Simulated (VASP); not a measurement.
# WC (P-6m2) in VASP: elastic constants with LDA

Aim: the elastic constants of WC with LDA.

Everything below comes from runs of VASP 6.6.1. Logs are shortened: lines on timing, memory, paths and dates and some standing lists are left out, and cuts for length are marked.

### 1 The structure

The structure is hexagonal, space group P-6m2 (No. 187). Conventional cell: a = 2.882 Å, b = 2.882 Å, c = 2.824 Å, α = 90.00°, β = 90.00°, γ = 120.00°. W (site symmetry -6m2) is surrounded by 6 C at 2.18 Å. C (site symmetry -6m2) is surrounded by 6 W at 2.18 Å.

### 2 Elastic constants, LDA

File POSCAR:

```
WC
1.0
    2.8820700000      0.0000000000      0.0000000000
   -1.4410350000      2.4959458400      0.0000000000
    0.0000000000      0.0000000000      2.8238700000
W C
1 1
Direct
    0.0000000000      0.0000000000      0.0000000000
    0.6666666700      0.3333333300      0.5000000000
```

File INCAR.step1:

```
SYSTEM = WC
ALGO = Normal ; EDIFF = 1E-8
EDIFFG = -0.002 ; ENCUT = 600
GGA = CA ; IBRION = 2
ISIF = 3 ; ISMEAR = 0
LASPH = .True. ; LCHARG = .False.
LREAL = .False. ; LWAVE = .False.
NELM = 60 ; NSW = 40
PREC = Accurate ; SIGMA = 0.1
```

File INCAR.step2:

```
SYSTEM = WC
ALGO = Normal ; EDIFF = 1E-8
ENCUT = 600 ; GGA = CA
IBRION = 6 ; ISIF = 3
ISMEAR = 0 ; LASPH = .True.
LCHARG = .False. ; LREAL = .False.
LWAVE = .False. ; NELM = 60
NFREE = 2 ; NSW = 1
POTIM = 0.015 ; PREC = Accurate
SIGMA = 0.1
```

File KPOINTS:

```
k-points
0
Gamma
  21 21 20
  0 0 0
```

Potentials or basis: VASP PAW LDA potentials, release 64 (W_sv, C).

Run with:

```
$ cat potpaw_LDA.64/W_sv/POTCAR potpaw_LDA.64/C/POTCAR > POTCAR
$ cp INCAR.step1 INCAR
$ mpirun -np 1 vasp_std > vasp.out
$ cp CONTCAR POSCAR
$ cp INCAR.step2 INCAR
$ mpirun -np 1 vasp_std > vasp.out
```

OUTCAR:

```text
SYSTEM = WC
   EDIFF = 1E-8
   ENCUT = 600
   GGA = CA
   IBRION = 6
   ISIF = 3
   ISMEAR = 0
   LASPH = .True.
   LREAL = .False.
   NELM = 60
   NFREE = 2
   NSW = 1
   POTIM = 0.015
   PREC = Accurate

 ion  position               nearest neighbor table
   1  0.000  0.000  0.000-   2 2.18   2 2.18   2 2.18   2 2.18   2 2.18   2 2.18
   2  0.667  0.333  0.500-   1 2.18   1 2.18   1 2.18   1 2.18   1 2.18   1 2.18

  LATTYP: Found a hexagonal cell.
 ALAT       =     2.8898389276
 C/A-ratio  =     0.9751111489

  Lattice vectors:

 A1 = (   2.8898389276,   0.0000000000,   0.0000000000)
 A2 = (  -1.4449194638,   2.5026739287,   0.0000000000)
 A3 = (   0.0000000000,   0.0000000000,   2.8179141570)

Analysis of symmetry for initial positions (statically):
=====================================================================
 Subroutine PRICEL returns:
 Original cell was already a primitive cell.

 Routine SETGRP: Setting up the symmetry group for a
 hexagonal supercell.

 Subroutine GETGRP returns: Found 12 space group operations
 (whereof 12 operations were pure point group operations)
 out of a pool of 24 trial point group operations.

The static configuration has the point symmetry D_3h.

Analysis of symmetry for dynamics (positions and initial velocities):
=====================================================================
 Subroutine PRICEL returns:
 Original cell was already a primitive cell.

 Routine SETGRP: Setting up the symmetry group for a
 hexagonal supercell.

 Subroutine GETGRP returns: Found 12 space group operations
 (whereof 12 operations were pure point group operations)
 out of a pool of 24 trial point group operations.

The dynamic configuration has the point symmetry D_3h.

 Subroutine INISYM returns: Found 12 space group operations
 (whereof 12 operations are pure point group operations),
 and found     1 'primitive' translations

----------------------------------------------------------------------------------------

                                     Primitive cell

  volume of cell :      20.3801

  direct lattice vectors                    reciprocal lattice vectors
     2.889838928  0.000000000  0.000000000     0.346040048  0.199786314  0.000000000
    -1.444919464  2.502673929  0.000000000     0.000000000  0.399572629  0.000000000
     0.000000000  0.000000000  2.817914157     0.000000000  0.000000000  0.354872414

  length of vectors
     2.889838928  2.889838932  2.817914157     0.399572629  0.399572629  0.354872414

  position of ions in fractional coordinates (direct lattice)
     0.000000000  0.000000000  0.000000000
     0.666666670  0.333333330  0.500000000

  ion indices of the primitive-cell ions
   primitive index   ion index
                 1           1
                 2           2

----------------------------------------------------------------------------------------

 KPOINTS: k-points

Automatic generation of k-mesh.
 Grid dimensions read from file:
 generate k-points for:   21   21   20

 Generating k-lattice:

  Cartesian coordinates                     Fractional coordinates (reciprocal lattice)
[... 114 lines left out ...]

  FORCE on cell =-STRESS in cart. coord.  units (eV):
  Direction    XX          YY          ZZ          XY          YZ          ZX
  --------------------------------------------------------------------------------------
  -------------------------------------------------------------------------------------
  Total       -0.0027829     -0.0027829     -0.0016209      0.0000000      0.0000000      0.0000000
  in kB       -0.2187758     -0.2187758     -0.1274247      0.0000000      0.0000000      0.0000000
  external PRESSURE =      -0.1883254 kB  Pullay stress =       0.0000000 kB
[... 89 lines left out ...]
  FREE ENERGIE OF THE ION-ELECTRON SYSTEM (eV)
  ---------------------------------------------------
  free  energy   TOTEN  =       -24.6904594553 eV

  energy  without entropy=      -24.6887980755  energy(sigma->0) =      -24.68962877

[... ionic steps 4 to 18 ...]

--------------------------------------- Ionic step       19  -------------------------------------------

 number of electron      18.0000000 magnetization

------------------------ aborting loop because EDIFF is reached ----------------------------------------
[... 67 lines left out ...]
--------------------------------------- Ionic step       21  -------------------------------------------

 number of electron      18.0000001 magnetization

 Free energy of the ion-electron system (eV)
  ---------------------------------------------------
  ext. energy  EPLUGINS =         0.00000000
  ---------------------------------------------------
  free energy    TOTEN  =       -24.70015791 eV

  energy without entropy =      -24.69844368  energy(sigma->0) =      -24.69930079

 E-fermi :  11.2443     XC(G=0): -14.0774

 val. band max:       11.2433492434   @ k =  -0.0476   0.1429   0.3500
 cond. band min:      11.2522001559   @ k =   0.0952   0.0476   0.3500
 fundamental gap:      0.0088509124
 Fermi energy:        11.2443462203

 k-point     1 :       0.0000    0.0000    0.0000
  band No.  band energies     occupation
      1     -62.2535      2.00000
      2     -26.4958      2.00000
      3     -26.3858      2.00000
      4     -26.3858      2.00000
      5      -3.1659      2.00000
      6       6.8200      2.00000
      7       7.8285      2.00000
      8       7.8285      2.00000
      9      11.3861      0.04505
     10      14.5148      0.00000
     11      14.5148      0.00000
     12      16.9598      0.00000
     13      16.9598      0.00000
[... 354 lines left out ...]
  band No.  band energies     occupation
      1     -62.2203      2.00000
      2     -26.8290      2.00000
      3     -26.5108      2.00000
      4     -26.4344      2.00000
      5      -1.6392      2.00000
      6       5.6795      2.00000
      7       7.9757      2.00000
      8       8.9088      2.00000
      9       9.1310      2.00000
     10      13.8429      0.00000
     11      14.9246      0.00000
     12      16.2091      0.00000
     13      17.4605      0.00000

 [... further k-points ...]

------------------------ aborting loop because EDIFF is reached ----------------------------------------

  FORCE on cell =-STRESS in cart. coord.  units (eV):
  Direction    XX          YY          ZZ          XY          YZ          ZX
  --------------------------------------------------------------------------------------
  -------------------------------------------------------------------------------------
  Total        0.0032814      0.0032814      0.0086820     -0.0000000      0.0000000      0.0000000
  in kB        0.2579639      0.2579639      0.6825374     -0.0000000      0.0000000      0.0000000
  external PRESSURE =       0.3994884 kB  Pullay stress =       0.0000000 kB
[... 17 lines left out ...]
  FREE ENERGIE OF THE ION-ELECTRON SYSTEM (eV)
  ---------------------------------------------------
  free  energy   TOTEN  =       -24.7001579069 eV

  energy  without entropy=      -24.6984436823  energy(sigma->0) =      -24.69930079

 INTERNAL STRAIN TENSORS FROM STRAINED CELLS
 ============================================

 INTERNAL STRAIN TENSOR FOR ION    1 for displacements in x,y,z  (eV/Angst):
          X           Y           Z          XY          YZ          ZX
  --------------------------------------------------------------------------------
  x    -0.00000    -0.00000    -0.00000     6.06994    -0.00000     0.00000
  y     6.09487    -6.07924    -0.00000    -0.00014    -0.00035     0.00017
  z     0.00000     0.00000     0.00000     0.00000     0.00544     0.00000

 INTERNAL STRAIN TENSORS FROM DISPLACED ATOMS
 ============================================

 INTERNAL STRAIN TENSOR FOR ION    1 for displacements in x,y,z  (eV/Angst):
          X           Y           Z          XY          YZ          ZX
  --------------------------------------------------------------------------------
  x     0.00000     0.00000     0.00000     6.07031     0.00000     0.00000
  y     6.07031    -6.07031     0.00000     0.00000     0.00000     0.00000
  z     0.00000     0.00000     0.00000     0.00000     0.00000     0.00000

 INTERNAL STRAIN TENSOR FOR ION    2 for displacements in x,y,z  (eV/Angst):
          X           Y           Z          XY          YZ          ZX
  --------------------------------------------------------------------------------
  x     0.00000     0.00000     0.00000    -6.07444     0.00000     0.00000
  y    -6.07444     6.07444     0.00000    -0.00000     0.00000     0.00000
  z     0.00000     0.00000     0.00000    -0.00000     0.00000     0.00000

 Eigenvectors and eigenvalues of the dynamical matrix
 ----------------------------------------------------

   1 f  =   18.744740 THz   117.776674 2PiTHz  625.257221 cm-1    77.521980 meV
             X         Y         Z           dx          dy          dz
      0.000000  0.000000  0.000000     0.000000   -0.247620    0.000000
      1.444919  0.834225  1.408957     0.000000    0.968857    0.000000
[... 21 lines left out ...]
   6 f/i=    0.000799 THz     0.005022 2PiTHz    0.026663 cm-1     0.003306 meV
             X         Y         Z           dx          dy          dz
      0.000000  0.000000  0.000000     0.000000   -0.000000   -0.968842
      1.444919  0.834225  1.408957    -0.000000    0.000000   -0.247680

--------------------------------------------------------------------------------------------------------

 ELASTIC MODULI CONTR FROM IONIC RELAXATION (kBar)
 Direction    XX          YY          ZZ          XY          YZ          ZX
 --------------------------------------------------------------------------------
 XX        -178.8538    178.8538      0.0000     -0.0000      0.0000      0.0000
 YY         178.8538   -178.8538      0.0000      0.0000      0.0000      0.0000
 ZZ           0.0000      0.0000      0.0000      0.0000      0.0000      0.0000
 XY          -0.0000      0.0000      0.0000   -178.8538      0.0000      0.0000
 YZ           0.0000      0.0000      0.0000      0.0000      0.0000      0.0000
 ZX           0.0000      0.0000      0.0000      0.0000      0.0000      0.0000
 --------------------------------------------------------------------------------

 TOTAL ELASTIC MODULI (kBar)
 Direction    XX          YY          ZZ          XY          YZ          ZX
 --------------------------------------------------------------------------------
 XX        7462.2002   2596.7012   1962.3738     -0.0000      0.0000      0.0000
 YY        2596.7012   7462.2003   1962.3738      0.0000      0.0000     -0.0000
 ZZ        1962.3738   1962.3738  10132.6177      0.0000     -0.0000      0.0000
 XY          -0.0000      0.0000      0.0000   2432.7495      0.0000      0.0000
 YZ           0.0000      0.0000     -0.0000      0.0000   3262.4100      0.0000
 ZX          -0.0000      0.0000      0.0000      0.0000      0.0000   3262.4100
 --------------------------------------------------------------------------------
```

Run time: 41 min. Hardware: 1 thread of Intel Xeon Platinum 8488C (Sapphire Rapids), shared host; peak memory 1.4 GiB.

Results:

* Relaxed volume: 10.19 Å³/atom
* Relaxed cell: a = 2.890 Å, b = 2.890 Å, c = 2.818 Å, α = 90.00°, β = 90.00°, γ = 120.00°
* Space group after relaxing (to 0.05 Å): P-6m2 (No. 187)
* Voigt bulk modulus: 423 GPa
* Highest phonon frequency at Γ, LO-TO splitting left out: 625 cm⁻¹

The path:
```tsv
step	energy change (eV)	largest force (eV/Å)	pressure (GPa)	volume (Å³)
1	0.0000	0.0000	1.16	20.31
2	0.0013	0.0000	-2.81	20.53
3	-0.0009	0.0000	-0.42	20.40
4	-0.0007	0.0000	0.83	20.34
5	-0.0009	0.0000	-0.01	20.38
```

Final structure:
```xyz
2
Lattice="2.8898 0.0000 0.0000 -1.4449 2.5027 0.0000 0.0000 0.0000 2.8179" Properties=species:S:1:pos:R:3 pbc="T T T"
W     0.0000    0.0000    0.0000
C     1.4449    0.8342    1.4090
```

Phonon frequencies in cm⁻¹ (negative: imaginary):
```tsv
q point	frequencies
(0.000, 0.000, 0.000)	0 0 0 597 625 625
```

Elastic tensor in Voigt notation (GPa, in the Cartesian axes of the cell as first typed):
```
 746  260  196    0    0    0
 260  746  196    0    0    0
 196  196 1013    0    0    0
   0    0    0  326    0    0
   0    0    0    0  326    0
   0    0    0    0    0  243
```

Clamped-ion elastic tensor (GPa):
```
 764  242  196    0    0    0
 242  764  196    0    0    0
 196  196 1013    0    0    0
   0    0    0  326    0    0
   0    0    0    0  326    0
   0    0    0    0    0  261
```

The run has no spin-orbit coupling, so splittings on W are missing.
